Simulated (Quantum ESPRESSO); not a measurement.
Something may be wrong with this Quantum ESPRESSO 7.5 calculation of CuAu.

Contents of pw.in:

```
&CONTROL
  calculation = 'scf'
  prefix = 'pwscf'
  outdir = './tmp'
  pseudo_dir = './pseudo'
  tprnfor = .true.
  tstress = .true.
  disk_io = 'nowf'
/
&SYSTEM
  ibrav = 0
  nat = 2
  ntyp = 2
  ecutwfc = 56
  ecutrho = 448
  nbnd = 22
  occupations = 'smearing'
  smearing = 'fd'
  degauss = 0.00367493
/
&ELECTRONS
  conv_thr = 4d-10
  electron_maxstep = 80
  mixing_beta = 0.002
  mixing_ndim = 1
/
ATOMIC_SPECIES
Au   196.9666 au_pbesol_v1.uspp.F.UPF
Cu    63.5460 cu_pbesol_v1.2.uspp.F.UPF
CELL_PARAMETERS angstrom
   2.8107494552    0.0000000000    0.0000000000
   0.0000000000    2.8107494552    0.0000000000
   0.0000000000    0.0000000000    3.6850000000
ATOMIC_POSITIONS crystal
Au     0.0000000000    0.0000000000    0.0000000000
Cu     0.5000000000    0.5000000000    0.5000000000
K_POINTS automatic
9 9 7 0 0 0
```

Potentials or basis: GBRV 1.5 PBEsol.

The run is started by

```console
$ OMP_NUM_THREADS=1 mpirun -n 2 pw.x -nk 2 -in pw.in > pw.out
```

pw.out:

```text
This program is part of the open-source Quantum ESPRESSO suite
     for quantum simulation of materials; please cite
         "P. Giannozzi et al., J. Phys.:Condens. Matter 21 395502 (2009);
         "P. Giannozzi et al., J. Phys.:Condens. Matter 29 465901 (2017);
         "P. Giannozzi et al., J. Chem. Phys. 152 154105 (2020);
     in publications or presentations arising from this work. More details at

     Message from routine setup:
     using ibrav=0 with symmetry is DISCOURAGED, use correct ibrav instead

     K-points division:     npool     =       2
     Subspace diagonalization in iterative solution of the eigenvalue problem:
     a serial algorithm will be used

     G-vector sticks info
     --------------------
     sticks:   dense  smooth     PW     G-vecs:    dense   smooth      PW
     Sum        1005     505    149                31523    11177    1887

     Using Slab Decomposition

[... 77 lines left out ...]
        k(    6) = (   0.0000000   0.1111111   0.1089649), wk =   0.0282187
[... 52 lines left out ...]
        k(   59) = (   0.4444444   0.4444444   0.2179298), wk =   0.0282187
        k(   60) = (   0.4444444   0.4444444   0.3268947), wk =   0.0282187

     Dense  grid:    31523 G-vectors     FFT dimensions: (  36,  36,  48)

     Smooth grid:    11177 G-vectors     FFT dimensions: (  25,  25,  36)

     Check: negative core charge=   -0.000002

     Initial potential from superposition of free atoms

     starting charge      28.9999, renormalised to      30.0000
     Starting wfcs are   22 randomized atomic wfcs

     Self-consistent Calculation

     iteration #  1     ecut=    56.00 Ry     beta= 0.00
     Davidson diagonalization with overlap
     ethr =  1.00E-02,  avg # of iterations =  4.8

     total energy              =    -518.62399987 Ry
     estimated scf accuracy    <       1.29366910 Ry
[... 61 lines left out ...]
     total energy              =    -518.27854207 Ry
     estimated scf accuracy    <       0.01725790 Ry

[... 60 further cycles ...]
     iteration # 71     ecut=    56.00 Ry     beta= 0.00
     Davidson diagonalization with overlap
     ethr =  3.23E-06,  avg # of iterations =  1.0

     total energy              =    -518.27284993 Ry
     estimated scf accuracy    <       0.00095671 Ry
[... 61 lines left out ...]
     total energy              =    -518.27273856 Ry
     estimated scf accuracy    <       0.00078658 Ry

     End of self-consistent calculation

     convergence NOT achieved after  80 iterations: stopping

=------------------------------------------------------------------------------=
   JOB DONE.
=------------------------------------------------------------------------------=
```

Question: How did it end, and where is the flaw?

Answer: The run did not converge. The input holds a flaw that was put in on purpose: mixing far too weak (mixing_beta = 0.002; mixing_ndim = 1).
